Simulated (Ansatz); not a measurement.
# Cu: the cost of one run

Computed with Ansatz 0.2.0 (DFT PBEsol, scalar-relativistic, plane waves, PAW, unless a step's input says otherwise).

1 further run of the same task is left out (set aside as unsound or not needed).

### 1 The system as given

The structure is tetragonal, space group I4/mmm (No. 139). Conventional cell: a = 2.890 Å, b = 2.890 Å, c = 2.720 Å, α = 90.00°, β = 90.00°, γ = 90.00°. Cu (site symmetry 4/mmm) is surrounded by 10 Cu at 2.45 to 2.72 Å.

Structure file:

```xyz
1
Lattice="-1.4451 1.4451 1.3600 1.4451 -1.4451 1.3600 1.4451 1.4451 -1.3600" Properties=species:S:1:pos:R:3 pbc="T T T"
Cu    0.0000    0.0000    0.0000
```

It goes back to an entry of the Materials Project, which need not be the stable form.

It is the result of an earlier relaxation at this level (volume 11.36 Å³/atom; gap on the mesh: none (metal)).

### 2 -3 GPa

Contents of input.yaml:

```yaml
crystal:
  lattice:
    - [-1.4588321709, 1.4588321709, 1.3729386267]
    - [1.4588321709, -1.4588321709, 1.3729386267]
    - [1.4588321709, 1.4588321709, -1.3729386267]
  atoms:
    - { symbol: Cu, position: [0.0, 0.0, 0.0] }
basis:
  ecutwfc: 420
kpoints:
  mp_grid: { grid: [20, 20, 20] }
hamiltonian:
  xc: pbesol
scf:
  occupations: { method: gaussian, width: 0.1 }
output:
  forces: true
  stress: true
  eigenvalues: true
relax:
  adjacent_minimum: "off"
  f_tol: 0.008
  max_steps: 50
  cell: { stress_tol: 0.08, p_target: -3.0 }
```

On the command line:

```bash
$ ansatz run input.yaml --threads 1 --pin off --max-ram 2560MiB --backend cpu --events-out ev --progress --plain --runs-dir out
```

**Question.** How long does this run take on 1 thread of Arm Neoverse V2, shared host, and how much memory does it need?

About 33 s, with a peak of 0.4 GiB.
